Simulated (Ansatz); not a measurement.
# Cd (omega type): how the settings move a single-point run

How sensitive is a single-point run of Cd (omega type) to its settings? A reference run comes first, then one run with altered input.

Program: Ansatz 0.2.0. Level of theory: reference: DFT, PBE, all-electron PAW with datasets made for the crystal, scalar-relativistic. These are calculated values, not measurements.

## 1. Starting point

The structure is hexagonal, space group P6/mmm (No. 191). The conventional cell has a = 5.141 Å, b = 5.141 Å, c = 3.099 Å, α = 90.00°, β = 90.00°, γ = 120.00°. Around Cd (site symmetry 6/mmm) lie 14 Cd at 3.10 to 3.35 Å. Around Cd (site symmetry -6m2) lie 11 Cd at 2.97 to 3.35 Å.

As a file:

```cif
data_structure
_symmetry_space_group_name_H-M 'P 1'
_symmetry_Int_Tables_number 1
_cell_length_a 5.1414
_cell_length_b 5.1414
_cell_length_c 3.0992
_cell_angle_alpha 90.000
_cell_angle_beta 90.000
_cell_angle_gamma 120.000
_cell_volume 70.95
loop_
_atom_site_label
_atom_site_type_symbol
_atom_site_fract_x
_atom_site_fract_y
_atom_site_fract_z
_atom_site_occupancy
Cd1 Cd 0.00000 0.00000 0.00000 1
Cd2 Cd 0.33333 0.66667 0.50000 1
Cd3 Cd 0.66667 0.33333 0.50000 1
```

## 2. The reference run

File input.yaml:

```yaml
crystal:
  lattice:
    - [5.1413878578, 0.0, 0.0]
    - [-2.5706939289, 4.4525724956, 0.0]
    - [0.0, 0.0, 3.0991824661]
  atoms:
    - { symbol: Cd, position: [0.0, 0.0, 0.0] }
    - { symbol: Cd, position: [0.3333333333, 0.6666666667, 0.5] }
    - { symbol: Cd, position: [0.6666666667, 0.3333333333, 0.5] }
kpoints:
  mp_grid: { grid: [7, 7, 10] }
scf:
  occupations: { method: fermi_dirac, width: 0.08 }
hamiltonian:
  xc: pbe
  pseudopotentials: { kind: all_electron, datasets: crystal }
output:
  forces: true
  stress: true
  eigenvalues: true
```

Started as:

```sh
ansatz run input.yaml --threads 1 --pin off --max-ram 3072MiB --backend cpu --events-out ev --progress --plain --runs-dir out
```

## 3. Changing settings: starting moments, spin_polarized true

File input.yaml:

```yaml
crystal:
  lattice:
    - [5.1413878578, 0.0, 0.0]
    - [-2.5706939289, 4.4525724956, 0.0]
    - [0.0, 0.0, 3.0991824661]
  atoms:
    - { symbol: Cd, position: [0.0, 0.0, 0.0], spin: 0.2 }
    - { symbol: Cd, position: [0.3333333333, 0.6666666667, 0.5], spin: 0.2 }
    - { symbol: Cd, position: [0.6666666667, 0.3333333333, 0.5], spin: 0.2 }
kpoints:
  mp_grid: { grid: [7, 7, 10] }
scf:
  occupations: { method: fermi_dirac, width: 0.08 }
hamiltonian:
  xc: pbe
  pseudopotentials: { kind: all_electron, datasets: crystal }
output:
  forces: true
  stress: true
  eigenvalues: true
magnetization:
  spin_polarized: true
```

**Question.** What will these runs give? Wanted: for each run, ending; energy change; pressure; gap; force.

As calculated:

| run | ending | energy change | pressure (GPa) | gap (eV) | force (eV/Å) | cycles | time |
| --- | --- | --- | --- | --- | --- | --- | --- |
| reference | converged | 0 | 0.0 | 0.00 | 0.00 | 8 | 8.6 s |
| 1: starting moments, spin_polarized true | converged | 0.0 meV/atom | 0.0 | 0.00 | 0.00 | 7 | 50 s |

Residual by cycle in the longest SCF loop of each run; runs are numbered as in the table. The quantity is the density residual dr2, in eV.

| cycle | reference | run 1 |
| --- | --- | --- |
| 1 | 0.499 | 0.00169 |
| 2 | 0.189 | 0.00129 |
| 3 | 0.00197 | 9.3e-5 |
| 4 | 8.5e-4 | 4.6e-6 |
| 5 | 8.2e-5 | 9.5e-6 |
| 6 | 3.8e-5 | 6.3e-7 |
| 7 | 4.6e-7 | 2.2e-8 |
| 8 | 3.7e-9 | - |

What this shows: With the changed spin polarisation the energy stays within 0.5 meV/atom: no moment survives, so both runs end on the same non-magnetic state.
